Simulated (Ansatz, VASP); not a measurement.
**Two plane-wave programs on Li**

```
CELL_PARAMETERS angstrom
3.66235 0.00000 0.00000
0.00000 3.66235 0.00000
0.00000 0.00000 30.80898
ATOMIC_POSITIONS crystal
Li 0.00000 0.00000 0.35172
Li 0.00000 0.00000 0.20007
Li 0.00000 0.50000 0.27589
Li 0.50000 0.00000 0.27589
```

Alike in both runs: functional PBE; k mesh 6 × 6 × 1; occupations gaussian, width 0.1 eV; no spin polarisation.

Ansatz relaxed the structure, and its values are those at the end. VASP's run is a single point on that final structure, the one shown.

```csv
,VASP,Ansatz
version,VASP 6.6.1,Ansatz 0.2.0
potentials or method,"VASP PAW PBE potentials, release 64 (Li_sv)","scalar-relativistic, plane waves, PAW"
plane-wave cutoff (eV),520,420
valence electrons in the cell,12,12
```

VASP gave:

| Quantity | Value |
| --- | --- |
| gap on the k mesh at the Fermi level (eV) | none |
| rms of the force components (eV/Å) | 0.003 |

Problem. Estimate Ansatz's values.

Solution. gap on the k mesh at the Fermi level (eV): none; rms of the force components (eV/Å): 0.004.

A gap of «none» marks a metal or a gap that the smearing closes. Ansatz warned: «slab_cell_height_set».
